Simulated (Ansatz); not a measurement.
## Zn (omega (AlB2-type)): energy against volume

Theory: DFT, revPBE, plane waves (420 eV) with PAW, scalar-relativistic in Ansatz. (PAW data from PBE, frozen cores regenerated.)

The cell is scaled uniformly from the relaxed one, with fractional coordinates and shape fixed. Energies are extrapolated to zero smearing, pressures are those at the given smearing. Magnetic state: spin not included.

A Birch-Murnaghan fit gives V₀ = 16.09 Å³/atom, B₀ = 55 GPa, B₀′ = 5.8.

Task: What are the energy above the minimum and the pressure at 14.847 Å³/atom?

Result: 19.8 meV/atom and 5.69 GPa as computed.

Task: What are the energy above the minimum and the pressure at 16.784 Å³/atom?

Result: 4.7 meV/atom and -2.00 GPa as computed.

Task: What are the energy above the minimum and the pressure at 17.429 Å³/atom?

Result: 16.1 meV/atom and -3.46 GPa as computed.
